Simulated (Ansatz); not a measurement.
# HfO2 (Fm-3m) in Ansatz: further runs, part 2 of 2

Ansatz 0.2.0. Earlier steps stand in the parts before.

## 3. Single point, HSE06 form with a typed share of exact exchange

The input, input.yaml:

```yaml
crystal:
  lattice:
    - [0.0, 2.5575, 2.5575]
    - [2.5575, 0.0, 2.5575]
    - [2.5575, 2.5575, 0.0]
  atoms:
    - { symbol: Hf, position: [0.0, 0.0, 0.0] }
    - { symbol: O, position: [0.75, 0.75, 0.75] }
    - { symbol: O, position: [0.25, 0.25, 0.25] }
hamiltonian:
  xc:
    exchange: pbe
    correlation: pbe
    exx: { coeff: 0.25, omega: 0.15 }
  pseudopotentials: { kind: paw }
kpoints:
  mp_grid: { grid: [5, 5, 5] }
scf:
  occupations: { method: fermi_dirac, width: 0.05 }
output:
  forces: true
  stress: true
  eigenvalues: true
```

Potentials or basis: Ansatz PAW.

Launch:

```
> ansatz run input.yaml --threads 2 --pin off --max-ram 5632MiB --backend cpu --events-out ev --progress --plain --runs-dir out
```

What it wrote:

```text
Warning: output.stress: scf.convergence.dr2_threshold = 1e-7 eV (the SCF's general default) is looser than the 3e-10 eV advised for a printed stress (1e-10 eV for each atom of the cell: 3). What an SCF threshold leaves in a stress goes as its square root, and in the free energy as the threshold itself, and one threshold admits the most on a small cell: of the crystals measured, under no hybrid functional and no lock of the moments, on runs that ended without the residual-converged pass, on stresses that held no estimate of that error, the worst erred by over 100 MPa in a component at 1e-7 eV an atom and by under 5 at 1e-10. Set scf.convergence.dr2_threshold to 3e-10 eV or tighter. The threshold is an SCF's pass mark: one that does not reach it within its budget of iterations ends unconverged, or closes short of it on a stop that the run arms, and scf.convergence.dr2_threshold's page says what that costs each kind of run
Warning: output.stress: scf.exx.energy_threshold = 1e-6 eV is looser than the 3e-8 eV advised for a stress under a hybrid functional (1e-8 eV for each atom of the cell: 3). Every SCF of the exchange loop can meet its threshold on dr2 while the loop round them stops early: no threshold on dr2 bounds what that leaves in the stress. Set scf.exx.energy_threshold to 3e-8 eV or tighter. The threshold is the loop's pass mark: a loop that does not reach it within its budget of cycles ends unconverged, and scf.exx.energy_threshold's page has the law
Warning: RAYON_NUM_THREADS=2 ignored (pool sized by the plan → 2); use --threads N
Engine: ansatz 0.2.0, x86_64-unknown-linux-gnu
Pseudopotentials: kind: paw
Pseudopotential: Hf, paw, valence charge 26, recommended cutoff 420 eV (normal), Hf.paw.azcp
Pseudopotential: O, paw, valence charge 6, recommended cutoff 420 eV (normal), O.paw.azcp
Functional definition: unnamed
  parameter a_1 = 0.25
  parameter omega_1 = 0.15/angstrom
  exchange = pbe_x + (-a_1)*pbe_x_sr(omega_1) + a_1*exact_x_sr(omega_1)
  correlation = pbe_c
Crystal: 3 atoms, lattice volume = 33.456 Å³
Basis set: ecut = 420 eV, 645 PW (Γ), exchange–correlation on 50×50×50 points (8 copies of the dense FFT grid, shifted against one another)
Bands: 23, of which v1, the nominal top of the filled ones, is band 19 counted from 1 (18 counted from 0)
Symmetry: 48 space group operations
Space group: Fm-3m (ITA 225), of the structure as read, at distance tolerance 3.2e-5 Å
k-points: 10 of 125
Non-local potential: Hf, projectors of the file, l = 0: 3, l = 1: 2, l = 2: 2, l = 3: 3
Non-local potential: O, projectors of the file, l = 0: 2, l = 1: 2, l = 2: 1
PAW form: soft (Blöchl's): semilocal exchange-correlation on the pseudo side does not see the compensation charge
PAW frozen core: Hf, regenerated for the run's functional, and the local potential with it (the file was generated under x = pbe(κ = 0.804, μ = 0.2195149727645171), c = pbe(β = 0.06672455060314922))
PAW frozen core: O, regenerated for the run's functional, and the local potential with it (the file was generated under x = pbe(κ = 0.804, μ = 0.2195149727645171), c = pbe(β = 0.06672455060314922))
PAW one-centre angular grid: Hf, 590 points (default); XC on 64 Gauss nodes
PAW one-centre angular grid: O, 110 points (default); XC on 96 Gauss nodes
Initial density: superposition of atomic densities (neutral atoms: chi_scale 0, normalization atom), corrected by the library's trained network
Initial wavefunctions: pseudopotential atomic-orbital guess
Functional: x = pbe(κ = 0.804, μ = 0.2195149727645171), c = pbe(β = 0.06672455060314922), warm-up for x = pbe(κ = 0.804, μ = 0.2195149727645171) + 0.25 (exact − pbe) at short range (hse, ω = 0.15 Å⁻¹), c = pbe(β = 0.06672455060314922)
SCF iter   1: F=—  HF=-16861.409692 eV  |F-HF|=—  |Δ(HF+E_count)|=         —  Δρ=2.07e-3  dr2=7.83e-4  ethr=1.77e-3  ⟨swp⟩=2.0  Hψ=1332  notcnv=0
preconditioner: auto → none  [insulator: Δε(μ)=4.040 eV  Ē_g=18.177 eV  σ=0.050 eV  W_gap=1.00  n_scr=14 (ndim 8)  ℏωp=38.5 eV  f_vac=0.066  D(μ)=0.00/eV (n_scr^D=0)]
SCF iter   2: F=-16861.410294 eV  HF=-16861.410203 eV  |F-HF|=9.14e-5  |Δ(HF+E_count)|=   5.11e-4  Δρ=1.17e-3  dr2=2.34e-4  ethr=2.06e-6  ⟨swp⟩=4.0  Hψ=630  notcnv=0
SCF 1 stopped early in 2 iterations: F = -16861.410294 eV  dr2 = 2.34e-4
Initial density: handed on by an earlier stage of this run
Initial wavefunctions: those handed on with the density
Functional: x = pbe(κ = 0.804, μ = 0.2195149727645171) + 0.25 (exact − pbe) at short range (hse, ω = 0.15 Å⁻¹), c = pbe(β = 0.06672455060314922)
[... 23 lines left out ...]
SCF 3 converged in 5 iterations: F = -16861.627202 eV  dr2 = 6.29e-10
  Residual-converged pass: ⟨swp⟩=3.0  Hψ=481  notcnv=0  max |occ|·‖R‖ = 2.4e-6 eV (tolerance 2.4e-6 eV)  dr2=6.28e-10  dr2_onsite=1.99e-11  max |Δocc| = 0.0e0
hybrid outer 2: dexx = +2.157e-6 eV, tail = 1.62e-7 eV, Δε = 8.95e-3 eV (about 3.70e-4 eV left of the loop's levels)
Exchange kernel: α = 0.2500, screened, ω = 0.1500 Å⁻¹, Wigner–Seitz truncation, v(0) = 1882.1776 eV·Å³, q-mesh 5×5×5, nearest image of the exchange supercell L = 18.08 Å, pair-density grid 15×15×15, without the augmentation charges, whose exchange is taken in its separable form by FFT convolution over the k-point mesh (sized by the pseudopotential files, 20×20×20 at the most), smooth part of the exact exchange by density-matrix convolution
Frozen-core exchange: fock
SCF iter   1: F=—  HF=-16861.627202 eV  |F-HF|=—  |Δ(HF+E_count)|=         —  Δρ=5.92e-6  dr2=7.47e-9  ethr=2.13e-9  ⟨swp⟩=4.1  Hψ=514  notcnv=0
preconditioner: auto → none  [insulator: Δε(μ)=5.876 eV  Ē_g=21.626 eV  σ=0.050 eV  W_gap=1.00  n_scr=14 (ndim 8)  ℏωp=38.5 eV  f_vac=0.072  D(μ)=0.00/eV (n_scr^D=0)]
SCF iter   2: F=-16861.627202 eV  HF=-16861.627202 eV  |F-HF|=8.00e-11  |Δ(HF+E_count)|=   1.83e-9  Δρ=1.39e-6  dr2=5.27e-10  ethr=1.83e-11  ⟨swp⟩=3.8  Hψ=570  notcnv=0
SCF 4 converged in 2 iterations: F = -16861.627202 eV  dr2 = 5.27e-10
  Residual-converged pass: ⟨swp⟩=2.5  Hψ=431  notcnv=0  max |occ|·‖R‖ = 2.3e-6 eV (tolerance 2.4e-6 eV)  dr2=5.26e-10  dr2_onsite=1.01e-10  max |Δocc| = 0.0e0
hybrid outer 3: dexx = +2.711e-9 eV, tail = 1.57e-9 eV, Δε = 1.25e-4 eV (about 2.16e-5 eV left of the loop's levels), ΔF = 2.31e-18 eV/Å (tail 2.44e-18)
hybrid SCF converged: 3 outer / 15 inner (+2 warm-up), last move |dexx| = 2.71e-9 eV, tail = 1.57e-9 eV
Stability not checked: this state was not tested for a lower state beside it, because the functional holds exact exchange (a hybrid, or Hartree-Fock), whose exchange loop this test does not read (fock_operator; see scf.lower_state_search)
Free energy (F): -16861.627202 eV
Frozen-core exchange: fock
Harris-Foulkes:  -16861.627202 eV  (|F-HF|=8.00e-11)
Internal energy: -16861.627202 eV  (E = F + TS)
E sigma→0 (E₀):  -16861.627202 eV
Fermi energy:    17.145435 eV
--- Per-component energies (eV) ---
  E_band       = -72.190293
  E_kinetic    = 767.389488
  E_local      = -5800.034993  (includes V_loc(G=0)·N_el)
  E_nonlocal   = -1165.094202
  E_hartree    = 2652.463444
  E_xc         = -351.187597
  E_vxc        = -356.137187  (∫ρ·V_xc dr)
  E_exx        = -158.787431  (= α·E_x^exact, valence–valence)
  E_paw        = -7165.376214  (= ΣΔE_a)
  E_vpaw       = 1494.329655  (= ΣTr[D̂ρ^β])
  E_aug_tail   = 0.004916  (compensation charges beyond the density's cutoff)
  E_ewald      = -5642.107159
  E_core_change = 1.102546  (= ΣΔE_core)
  E_smearing   = -0.000000  (= −TS)
  E_closure    = 0.000000  (closes the sum)
  Σ components = -16861.627202   (vs F -16861.627202, Δ=0.00e0)
--- Forces (eV/Å), atoms counted from 1 ---
  atom   1  Hf    -0.00000000     0.00000000    -0.00000000
  atom   2  O      0.00000000    -0.00000000     0.00000000
  atom   3  O      0.00000000    -0.00000000     0.00000000
  max |Σ_I F_I| component: 1.73e-18 eV/Å
--- Stress (GPa, compression-positive) ---
       -8.879186      -0.000000      -0.000000
       -0.000000      -8.879186       0.000000
       -0.000000       0.000000      -8.879186
  P = ⅓ Tr σ = -8.8792 GPa (-88.792 kbar)
--- Band table (eV; the first three rows and the last of 10) ---
  k-point 0: bands = ["-49.4970", "-16.5961", "-16.5961", "-16.5961", "-5.9294", "-3.0994", "0.5937", "0.5937", "0.5937", "0.6477", "0.6477", "0.6477", "0.8842", "8.7487", "8.7487", "8.7487", "13.7334", "13.7334", "13.7334", "20.0657", "20.0657", "21.7278", "26.7347"]
  k-point 1: bands = ["-49.4920", "-16.7735", "-16.6162", "-16.6162", "-5.4302", "-3.3919", "0.5992", "0.5992", "0.6040", "0.6387", "0.6387", "0.6479", "0.7794", "9.1325", "9.1325", "9.7653", "12.6883", "13.1395", "13.1395", "20.6263", "20.6263", "22.9215", "25.3926"]
  k-point 2: bands = ["-49.4839", "-17.0396", "-16.6485", "-16.6485", "-4.7497", "-3.6469", "0.6035", "0.6035", "0.6166", "0.6306", "0.6306", "0.6482", "0.6879", "9.7698", "9.7698", "11.2476", "11.3407", "12.4819", "12.4819", "20.8639", "20.8639", "22.9212", "25.5686"]
  k-point 9: bands = ["-49.4789", "-16.9816", "-16.8491", "-16.7151", "-4.0421", "-3.9775", "0.6077", "0.6126", "0.6199", "0.6250", "0.6301", "0.6386", "0.6486", "8.8316", "9.4039", "11.0286", "11.9683", "13.1023", "13.6824", "20.7696", "21.3743", "23.3572", "23.5381"]
```

Run time: 14 s. Hardware: 2 threads of Intel Xeon 6975P-C (Granite Rapids), shared host; peak memory 0.85 GiB.

What came out:

| Quantity | Value |
| --- | --- |
| Free energy | -16861.6272 eV |
| Pressure | -8.9 GPa |
| Band gap on the k mesh | 5.88 eV, indirect (least direct gap 6.15 eV) |

Caveat: the k mesh is coarse (spacing up to 0.43 Å⁻¹), so the values aren't converged, least of all with exact exchange; odd divisions of the mesh miss points on the zone boundary, where band edges often lie, so the gap on the mesh can be too wide; the pressure holds a Pulay correction of +0.7 GPa for the finite cutoff; spin-orbit coupling is left out, which moves the levels of the heavy elements; the PAW data sets come from PBE, with cores solved anew for the run's functional, which leaves a small shift of forces and pressure; the thresholds are loose for stress.

## 4. Single point, HSE06 form with a typed share of exact exchange

Changes to input.yaml since step 3:

```diff
@@ -10,6 +10,3 @@
 hamiltonian:
-  xc:
-    exchange: pbe
-    correlation: pbe
-    exx: { coeff: 0.25, omega: 0.15 }
+  xc: { exchange: pbe, correlation: pbe, exx: { coeff: 0.25, omega: 0.2 } }
   pseudopotentials: { kind: paw }
@@ -23 +20,5 @@
   eigenvalues: true
+  write_density: true
+  write_potential: true
+  elf: true
+  volumetric_format: npy
```

Potentials or basis: Ansatz PAW.

Launch:

```
> ansatz run input.yaml --threads 2 --pin off --max-ram 5632MiB --backend cpu --events-out ev --progress --plain --runs-dir out
```

What it wrote:

```text
Warning: output.stress: scf.convergence.dr2_threshold = 1e-7 eV (the SCF's general default) is looser than the 3e-10 eV advised for a printed stress (1e-10 eV for each atom of the cell: 3). What an SCF threshold leaves in a stress goes as its square root, and in the free energy as the threshold itself, and one threshold admits the most on a small cell: of the crystals measured, under no hybrid functional and no lock of the moments, on runs that ended without the residual-converged pass, on stresses that held no estimate of that error, the worst erred by over 100 MPa in a component at 1e-7 eV an atom and by under 5 at 1e-10. Set scf.convergence.dr2_threshold to 3e-10 eV or tighter. The threshold is an SCF's pass mark: one that does not reach it within its budget of iterations ends unconverged, or closes short of it on a stop that the run arms, and scf.convergence.dr2_threshold's page says what that costs each kind of run
[... 106 lines left out ...]
  k-point 1: bands = ["-49.3831", "-16.6682", "-16.5109", "-16.5109", "-5.3265", "-3.2902", "0.7056", "0.7056", "0.7104", "0.7451", "0.7451", "0.7543", "0.8856", "9.2336", "9.2336", "9.8643", "12.7797", "13.2277", "13.2277", "20.5449", "20.5449", "22.8497", "25.3068"]
  k-point 2: bands = ["-49.3750", "-16.9342", "-16.5431", "-16.5431", "-4.6467", "-3.5453", "0.7099", "0.7099", "0.7229", "0.7369", "0.7369", "0.7546", "0.7943", "9.8705", "9.8705", "11.3432", "11.4389", "12.5726", "12.5726", "20.7814", "20.7814", "22.8422", "25.4887"]
  k-point 9: bands = ["-49.3700", "-16.8762", "-16.7437", "-16.6098", "-3.9402", "-3.8755", "0.7141", "0.7189", "0.7263", "0.7314", "0.7364", "0.7449", "0.7549", "8.9348", "9.5036", "11.1247", "12.0624", "13.1950", "13.7688", "20.6867", "21.2897", "23.2747", "23.4557"]
```

rho_z.tsv:

```text
# z_ang	rho[e/angstrom^3]
# format = ansatz-planar-average/11
# lattice	0.000000000	2.557500000	2.557500000
# lattice	2.557500000	0.000000000	2.557500000
# lattice	2.557500000	2.557500000	0.000000000
# sites	3
# site	72	0.000000000	0.000000000	0.000000000
# site	8	3.836250000	3.836250000	3.836250000
# site	8	1.278750000	1.278750000	1.278750000
0.000000	2.570411e0
0.144674	2.456940e0
0.289348	2.162245e0
0.434022	1.790343e0
0.578696	1.438890e0
0.723370	1.158326e0
[... 17 lines left out ...]
3.327503	2.162245e0
3.472177	2.456940e0
```

Wall time 13 s (2 threads of Intel Xeon 6975P-C (Granite Rapids), shared host); peak memory 0.84 GiB.

What came out:

| Quantity | Value |
| --- | --- |
| Free energy | -16861.6012 eV |
| Pressure | -8.8 GPa |
| Band gap on the k mesh | 5.71 eV, indirect (least direct gap 5.98 eV) |

Levels at points of the mesh, in eV from the valence-band top:
```tsv
k point	band 16	band 17	band 18	band 19	band 20	band 21	band 22	band 23
(0.00, 0.00, 0.00)	-5.42	-0.46	-0.46	-0.46	5.71	5.71	7.39	12.37
```

Caveat: the k mesh is coarse (spacing up to 0.43 Å⁻¹), so the values aren't converged, least of all with exact exchange; odd divisions of the mesh miss points on the zone boundary, where band edges often lie, so the gap on the mesh can be too wide; the pressure holds a Pulay correction of +0.7 GPa for the finite cutoff; spin-orbit coupling is left out, which moves the levels of the heavy elements; the PAW data sets come from PBE, with cores solved anew for the run's functional, which leaves a small shift of forces and pressure; the thresholds are loose for stress. A k mesh can miss the band edges.

## 5. Single point, HSE06 form with a typed share of exact exchange

Changes to input.yaml since step 4:

```diff
@@ -10,3 +10,3 @@
 hamiltonian:
-  xc: { exchange: pbe, correlation: pbe, exx: { coeff: 0.25, omega: 0.2 } }
+  xc: { exchange: pbe, correlation: pbe, exx: { coeff: 0.25, omega: 0.3 } }
   pseudopotentials: { kind: paw }
@@ -20,5 +20 @@
   eigenvalues: true
-  write_density: true
-  write_potential: true
-  elf: true
-  volumetric_format: npy
```

Launch:

```
> ansatz run input.yaml --threads 2 --pin off --max-ram 5632MiB --backend cpu --events-out ev --progress --plain --runs-dir out
```

It took 13 s on 2 threads of Intel Xeon 6975P-C (Granite Rapids), shared host; peak memory 0.84 GiB.

Results (log left out):

```
Free energy            : -16861.5302 eV
Pressure               : -8.5 GPa
Band gap on the k mesh : 5.43 eV, indirect (least direct gap 5.69 eV)
```

Levels at points of the mesh, in eV from the valence-band top:
```
           k point  band 17  band 18  band 19  band 20  band 21  band 22
(0.00, 0.00, 0.00)    -0.45    -0.45    -0.45     5.43     5.43     7.13
```

Caveat: the k mesh is coarse (spacing up to 0.43 Å⁻¹), so the values aren't converged, least of all with exact exchange; odd divisions of the mesh miss points on the zone boundary, where band edges often lie, so the gap on the mesh can be too wide; the pressure holds a Pulay correction of +0.7 GPa for the finite cutoff; spin-orbit coupling is left out, which moves the levels of the heavy elements; the PAW data sets come from PBE, with cores solved anew for the run's functional, which leaves a small shift of forces and pressure; the thresholds are loose for stress. A k mesh can miss the band edges.

## 6. The runs side by side

```csv
screening (1/Å),gap on the mesh (eV),pressure (GPa)
0.1,6.05,-8.9
0.15,5.88,-8.9
0.2,5.71,-8.8
0.3,5.43,-8.5
```

Alike in all rows: task single point; level HSE06 form with a typed share of exact exchange; potentials or basis Ansatz PAW; no spin polarisation; cell as given; k mesh 5 × 5 × 5; cutoff (eV) 420; smearing fermi-dirac 0.05 eV; the mesh is coarse, so values aren't converged.

Caveats: all runs use coarse meshes; odd divisions of the mesh miss points on the zone boundary, where band edges often lie, so the gap on the mesh can be too wide; spin-orbit coupling is left out, which moves the levels of the heavy elements; the PAW data sets come from PBE, with cores solved anew for the run's functional, which leaves a small shift of forces and pressure; the thresholds are loose for stress.

Absolute energies hang on the potentials; compare differences alone.
